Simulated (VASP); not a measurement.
# Cd (Im-3m) in VASP: a series of runs

Aim: see how the results for Cd move with the level of theory and the settings. Levels: TPSS+D3, PBE+D2. Tasks: optical spectrum, band structure.

Program: VASP 6.6.1. These are calculated values, not measurements. Logs are shortened: lines on timing, memory, paths and dates and some standing lists are left out, and cuts for length are marked.

### 1 The structure

It takes space group Im-3m (No. 229, cubic). The conventional cell has a = 3.569 Å, b = 3.569 Å, c = 3.569 Å, α = 90.00°, β = 90.00°, γ = 90.00°. Cd (site symmetry m-3m) is surrounded by 8 Cd at 3.09 Å.

This isn't the form of Cd at room conditions, which is hcp.

### 2 Optical spectrum, TPSS+D3 (cell strained at random at fixed volume)

INCAR

```
ALGO = Normal
CSHIFT = 0.05
EDIFF = 1E-7
ENCUT = 520
ISIF = 2
ISMEAR = 1
IVDW = 11
LASPH = T
LCHARG = F
LMIXTAU = T
LOPTICS = T
LREAL = F
LWAVE = F
METAGGA = TPSS
NBANDS = 30
NEDOS = 1000
NELM = 80
PREC = Accurate
SIGMA = 0.1
```

KPOINTS

```
k-points
0
Gamma
  10 10 10
```

POSCAR

```
Cd
1.0
   -1.8218860000      1.8458430000      1.7343010000
    1.7851110000     -1.8297980000      1.6814810000
    1.8285940000      1.8365060000     -1.7182560000
Cd
1
Direct
    0.0000000000      0.0000000000      0.0000000000
```

Potentials or basis: VASP PAW PBE potentials, release 64 (Cd).

On the command line:

```bash
cat potpaw_PBE.64/Cd/POTCAR > POTCAR
mpirun -np 1 vasp_std > vasp.out
```

OUTCAR:

```text
EDIFF = 1E-7
   ENCUT = 520
   ISIF = 2
   ISMEAR = 1
   IVDW = 11
   LASPH = T
   LREAL = F
   METAGGA = TPSS
   NELM = 80
   PREC = Accurate
 IVDW          = 11

 ion  position               nearest neighbor table
   1  0.000  0.000  0.000-

  LATTYP: Found a triclinic cell.
 ALAT       =     3.0861229815
 B/A-ratio  =     1.1932091132
 C/A-ratio  =     1.1710156606
 COS(alpha) =     0.0036333531
 COS(beta)  =     0.5760910317
 COS(gamma) =     0.6037319018

  Lattice vectors:

 A1 = (  -1.7918190000,  -1.8525510000,  -1.6975260000)
 A2 = (  -0.0067080000,  -3.6823490000,  -0.0160450000)
 A3 = (  -3.6137050000,  -0.0067080000,   0.0367750000)

Analysis of symmetry for initial positions (statically):
=====================================================================
 Subroutine PRICEL returns:
 Original cell was already a primitive cell.

 Routine SETGRP: Setting up the symmetry group for a
 triclinic supercell.

 Subroutine GETGRP returns: Found  2 space group operations
 (whereof  2 operations were pure point group operations)
 out of a pool of  2 trial point group operations.

The static configuration has the point symmetry S_2 .

Analysis of symmetry for dynamics (positions and initial velocities):
=====================================================================
 Subroutine PRICEL returns:
 Original cell was already a primitive cell.
[... 678 lines left out ...]
  --------------------------------------------------------------------------------------
  -------------------------------------------------------------------------------------
  Total      -0.48451    -0.29543    -0.60099    -0.00656    -0.06151     0.03635
  in kB     -34.16129   -20.82973   -42.37414    -0.46233    -4.33704     2.56316
  external pressure =      -32.46 kB  Pullay stress =        0.00 kB

 VOLUME and BASIS-vectors are now :
 -----------------------------------------------------------------------------
  energy-cutoff  :      520.00
  volume of cell :       22.72
      direct lattice vectors                 reciprocal lattice vectors
    -1.821886000  1.845843000  1.734301000     0.002464887  0.270291082  0.291515625
     1.785111000 -1.829798000  1.681481000     0.279737647 -0.001798377  0.295778890
     1.828594000  1.836506000 -1.718256000     0.276238461  0.271055162  0.001700808

 POSITION                                       TOTAL-FORCE (eV/Angst)
 -----------------------------------------------------------------------------------
      0.00000      0.00000      0.00000         0.000000      0.000000      0.000000
 -----------------------------------------------------------------------------------
    total drift:                               -0.000000      0.000000     -0.000000

  FREE ENERGIE OF THE ION-ELECTRON SYSTEM (eV)
  ---------------------------------------------------
  free  energy   TOTEN  =        -9.4227798776 eV

  energy  without entropy=       -9.4229961776  energy(sigma->0) =       -9.42285198

 electrical conductivity sigma (Mega S m-1) (frequency dependency in vasprun.xml)
  --------------------------------------------------------------------------------------
       0.173      -0.038       0.046
      -0.038       0.176      -0.010
       0.046      -0.010       0.080

  frequency dependent IMAGINARY DIELECTRIC FUNCTION (independent particle, no local field effects) density-density
     E(ev)      X         Y         Z        XY        YZ        ZX
  --------------------------------------------------------------------------------------------------------------
     0.00000     0.00000     0.00000     0.00000    -0.00000    -0.00000    -0.00000
     0.81157    72.46227     0.32728   106.81729    -3.52999    -2.73448    75.35650
     1.62315     0.12507     0.61168     0.21679     0.09756    -0.14368     0.04845
     2.43472     3.01363     2.06689     1.29741     0.98094     0.12711     0.71051
     3.24629     0.77173     0.51703     2.36004    -0.06782    -0.24997     0.92998
     4.05787     0.01331     0.06128     0.09445     0.00264     0.02050     0.00913
[... 92 lines left out ...]
    79.53421     0.00000     0.00000     0.00000     0.00000     0.00000    -0.00000
    80.34579     0.00000     0.00000     0.00000     0.00000     0.00000    -0.00000

  frequency dependent      REAL DIELECTRIC FUNCTION (independent particle, no local field effects) density-density
     E(ev)        X           Y           Z          XY          YZ          ZX
  --------------------------------------------------------------------------------------------------------------
     0.00000   -55.72203   -59.72078    26.99570    72.28073    -1.38641     5.69530
     0.81157   -13.30217     2.47812   -10.41810    -3.07778    -0.78267    -6.44543
     1.62315    -1.05980     1.90668    -4.64497    -0.45607     0.38332    -3.52093
     2.43472     1.06327     2.16092     0.03254    -0.24099     0.32959    -1.20448
     3.24629    -0.04835     0.53142    -0.68931    -0.16027    -0.02606    -0.59862
     4.05787     0.99305     1.33875     0.38075    -0.09381     0.04801    -0.49528
[... 92 lines left out ...]
    79.53421     0.87240     0.87328     0.87320    -0.00009     0.00019    -0.00111
    80.34579     0.87652     0.87738     0.87726    -0.00009     0.00019    -0.00109

  frequency dependent IMAGINARY DIELECTRIC FUNCTION (independent particle, no local field effects) current-current
     E(ev)      X         Y         Z        XY        YZ        ZX
  --------------------------------------------------------------------------------------------------------------
     0.00000  -203.30009  -213.99287    -0.92343    72.05083    -2.90937     6.42188
     0.81157    68.44332     0.38083   101.97907    -1.91013    -2.08344    51.23839
     1.62315     0.12622     0.60177     0.21760     0.05383    -0.10167     0.12100
     2.43472     3.04316     2.07566     1.30100     0.54396     0.01446     0.47362
     3.24629     0.77076     0.51720     2.36366    -0.02591    -0.15338     0.56974
     4.05787     0.01260     0.06007     0.09278    -0.00460     0.00843     0.01924
[... 92 lines left out ...]
    79.53421    -0.00000    -0.00000    -0.00000    -0.00000    -0.00000     0.00000
    80.34579    -0.00000    -0.00000    -0.00000    -0.00000    -0.00000     0.00000

  frequency dependent      REAL DIELECTRIC FUNCTION (independent particle, no local field effects) current-current
     E(ev)        X           Y           Z          XY          YZ          ZX
  --------------------------------------------------------------------------------------------------------------
     0.00000    84.58619    84.63935    27.17940   -32.30177    -4.05730     9.80995
     0.81157   -21.49977     2.02032   -22.17624    -2.27511    -0.52910   -14.48457
     1.62315    -1.16471     1.78824    -4.66646    -0.34039     0.39442    -3.53208
     2.43472     0.91002     2.04166    -0.01670    -0.22078     0.32729    -1.22934
     3.24629    -0.09332     0.49480    -0.75275    -0.12847    -0.01949    -0.62310
     4.05787     0.97890     1.32414     0.38041    -0.07442     0.04789    -0.49514
[... 92 lines left out ...]
    79.53421     0.87237     0.87325     0.87321    -0.00004     0.00019    -0.00110
    80.34579     0.87649     0.87735     0.87727    -0.00004     0.00019    -0.00109
```

OSZICAR:

```text
N       E                     dE             d eps       ncg     rms          rms(c)
DAV:   1     0.121565656613E+03    0.12157E+03   -0.56753E+03 31206   0.454E+02
DAV:   2    -0.162663365535E+01   -0.12319E+03   -0.10836E+03 36014   0.170E+02
DAV:   3    -0.101173846621E+02   -0.84908E+01   -0.84139E+01 41490   0.475E+01
DAV:   4    -0.101694903280E+02   -0.52106E-01   -0.52076E-01 42034   0.407E+00
DAV:   5    -0.101697084326E+02   -0.21810E-03   -0.21805E-03 40542   0.276E-01    0.305E+00
DAV:   6    -0.887601628429E+01    0.12937E+01   -0.54784E+00 30420   0.132E+01    0.284E+00
DAV:   7    -0.848214552254E+01    0.39387E+00   -0.32512E-01 31872   0.314E+00    0.228E+00
DAV:   8    -0.861365325175E+01   -0.13151E+00   -0.47952E-01 33692   0.422E+00    0.105E+00
DAV:   9    -0.896355222089E+01   -0.34990E+00   -0.17535E-01 35092   0.242E+00    0.348E-01
DAV:  10    -0.897835906310E+01   -0.14807E-01   -0.45204E-03 35326   0.297E-01    0.339E-01
DAV:  11    -0.897812805779E+01    0.23101E-03   -0.36391E-05 37000   0.364E-02    0.285E-01
DAV:  12    -0.897799694760E+01    0.13111E-03   -0.13876E-03 37348   0.240E-01    0.603E-02
DAV:  13    -0.897804692373E+01   -0.49976E-04   -0.19792E-04 34182   0.670E-02    0.775E-03
DAV:  14    -0.897809800947E+01   -0.51086E-04   -0.17271E-05 34874   0.159E-02    0.927E-03
DAV:  15    -0.897809852958E+01   -0.52011E-06   -0.18429E-06 36118   0.686E-03    0.688E-04
DAV:  16    -0.897809859279E+01   -0.63216E-07   -0.10804E-07 35988   0.139E-03
   1 F= -.94227799E+01 E0= -.94228520E+01  d E =0.216300E-03
 imaginary and real dielectric function
```

stdout:

```text
POSCAR found type information on POSCAR Cd
 POSCAR found :  1 types and       1 ions
 scaLAPACK will be used
 -----------------------------------------------------------------------------
|                                                                             |
[... 28 lines left out ...]
|     results when the Kramers-Kronig relation is used for systems with       |
|     spin-orbit interactions.                                                |
|     Please increase CSHIFT in the INCAR file.                               |
|                                                                             |
 -----------------------------------------------------------------------------
```

It took 7.2 min on 1 thread of Intel Xeon 6975P-C (Granite Rapids), shared host; peak memory 0.51 GiB.

Results:

```
Free energy                : -9.4228 eV
Pressure                   : -3.2 GPa
Band gap on the k mesh     : none (metal or under the smearing width)
Dispersion energy per atom : -0.445 eV
```

Levels at points of the mesh, in eV from the Fermi level:
| k point | band 4 | band 5 | band 6 | band 7 | band 8 | band 9 |
| --- | --- | --- | --- | --- | --- | --- |
| (0.00, 0.00, 0.00) | -8.71 | -8.58 | -8.56 | 14.39 | 14.56 | 15.66 |
| (0.50, 0.00, 0.00) | -8.51 | -8.23 | -2.01 | -0.90 | 8.99 | 9.81 |
| (0.00, 0.50, 0.00) | -8.53 | -8.18 | -1.79 | -0.46 | 8.56 | 9.19 |
| (0.50, 0.50, 0.00) | -8.64 | -8.23 | -2.21 | -1.29 | 10.05 | 10.70 |
| (0.00, 0.00, 0.50) | -8.63 | -8.23 | -2.24 | -1.36 | 9.96 | 10.89 |
| (0.50, 0.00, 0.50) | -8.50 | -8.23 | -1.98 | -0.86 | 8.85 | 9.44 |
| (0.00, 0.50, 0.50) | -8.53 | -8.21 | -1.93 | -0.73 | 8.92 | 9.65 |
| (0.50, 0.50, 0.50) | -8.33 | -8.26 | 2.70 | 3.13 | 4.54 | 5.26 |

Dielectric function (mean over the directions given):
| energy (eV) | real part | imaginary part |
| --- | --- | --- |
| 0.32 | 32.51 | 44.88 |
| 0.81 | -7.08 | 59.87 |
| 1.30 | -5.30 | 0.00 |
| 1.79 | -0.26 | 0.24 |
| 2.27 | 1.24 | 1.92 |
| 2.84 | -0.05 | 1.99 |
| 3.33 | -0.09 | 0.81 |
| 3.81 | 0.64 | 0.06 |
| 4.30 | 1.10 | 0.11 |
| 4.79 | 1.30 | 0.27 |
| 5.36 | 1.27 | 0.34 |
| 5.84 | 1.39 | 0.10 |
| 6.33 | 1.49 | 0.08 |
| 6.82 | 1.66 | 0.06 |
| 7.30 | 1.82 | 0.10 |
| 7.87 | 1.92 | 0.10 |
| 8.36 | 2.28 | 0.14 |
| 8.85 | 2.12 | 0.73 |
| 9.33 | 2.35 | 0.54 |
| 9.82 | 1.86 | 1.29 |
| 10.39 | 1.77 | 0.90 |
| 10.88 | 1.40 | 0.78 |
| 11.36 | 1.57 | 0.94 |
| 11.85 | 1.58 | 0.77 |
| 12.34 | 1.40 | 1.39 |
| 12.90 | 1.28 | 0.78 |
| 13.39 | 1.32 | 0.86 |
| 13.88 | 1.22 | 0.59 |
| 14.36 | 1.41 | 0.55 |
| 14.85 | 1.36 | 0.80 |
| 15.42 | 1.38 | 0.65 |
| 15.91 | 1.21 | 0.71 |
| 16.39 | 1.33 | 0.58 |
| 16.88 | 1.29 | 0.46 |
| 17.37 | 1.47 | 0.88 |
| 17.94 | 1.24 | 0.88 |
| 18.42 | 1.17 | 0.79 |
| 18.91 | 1.04 | 0.86 |
| 19.40 | 0.93 | 0.68 |
| 19.96 | 0.86 | 0.70 |

Caveat: spectra need much finer meshes, so this one isn't converged; independent-particle spectra lack excitons; the intraband (Drude) part of a metal's response may be missing; the PAW data sets were made with another functional, which shifts forces and pressure a little; pairwise dispersion overbinds metals, which lowers pressure and volume.

### 3 Band structure, PBE+D2

INCAR

```
SYSTEM = Cd
ALGO = Fast
EDIFF = 1E-6
ENCUT = 500
GGA = PE
ISIF = 2
ISMEAR = 1
IVDW = 1
LASPH = .True.
LCHARG = .False.
LREAL = .False.
LWAVE = .False.
NELM = 100
PREC = Accurate
SIGMA = 0.2
```

KPOINTS

```
k-points
0
Gamma
  10 10 10
  0 0 0
```

POSCAR

```
Cd
1.0
   -1.7843220000      1.7843220000      1.7843220000
    1.7843220000     -1.7843220000      1.7843220000
    1.7843220000      1.7843220000     -1.7843220000
Cd
1
Cartesian
    0.0000000000      0.0000000000      0.0000000000
```

KPOINTS_OPT

```
path GHNGPH,PN
20
line-mode
reciprocal
 0.0000000000  0.0000000000  0.0000000000  G
 0.5000000000 -0.5000000000  0.5000000000  H

 0.5000000000 -0.5000000000  0.5000000000  H
 0.0000000000  0.0000000000  0.5000000000  N

 0.0000000000  0.0000000000  0.5000000000  N
 0.0000000000  0.0000000000  0.0000000000  G

 0.0000000000  0.0000000000  0.0000000000  G
 0.2500000000  0.2500000000  0.2500000000  P

 0.2500000000  0.2500000000  0.2500000000  P
 0.5000000000 -0.5000000000  0.5000000000  H

 0.2500000000  0.2500000000  0.2500000000  P
 0.0000000000  0.0000000000  0.5000000000  N
```

Potentials or basis: VASP PAW PBE potentials, release 64 (Cd).

On the command line:

```bash
cat potpaw_PBE.64/Cd/POTCAR > POTCAR
mpirun -np 1 vasp_std > vasp.out
```

It took 8.7 s on 1 thread of Intel Xeon 6975P-C (Granite Rapids), shared host; peak memory 0.14 GiB.

The run converged. Its results:

```yaml
Free_energy: -1.3322 eV
Pressure: 1.3 GPa
Band_gap_along_the_path: none (metal or under the smearing width)
Dispersion_energy_per_atom: -0.640 eV
```

Levels at the corners of the path, in eV from the Fermi level:
```
point  band 4  band 5  band 6  band 7  band 8  band 9
    Γ   -8.71   -8.71   -8.69   15.20   15.20   15.21
    H   -8.40   -8.40    3.27    3.27    3.27    5.34
    H   -8.40   -8.40    3.27    3.27    3.27    5.34
    N   -8.69   -8.31   -2.13   -1.11    9.03    9.76
    N   -8.69   -8.31   -2.13   -1.11    9.03    9.76
    Γ   -8.71   -8.71   -8.69   15.20   15.20   15.21
    Γ   -8.71   -8.71   -8.69   15.20   15.20   15.21
    P   -8.68   -8.68    0.79    2.10    2.10    2.10
    P   -8.68   -8.68    0.79    2.10    2.10    2.10
    H   -8.40   -8.40    3.27    3.27    3.27    5.34
    P   -8.68   -8.68    0.79    2.10    2.10    2.10
    N   -8.69   -8.31   -2.13   -1.11    9.03    9.76
```

Caveat: atom-pairwise D2, TS and ULG terms overbind metals; pairwise dispersion overbinds metals, which lowers pressure and volume.
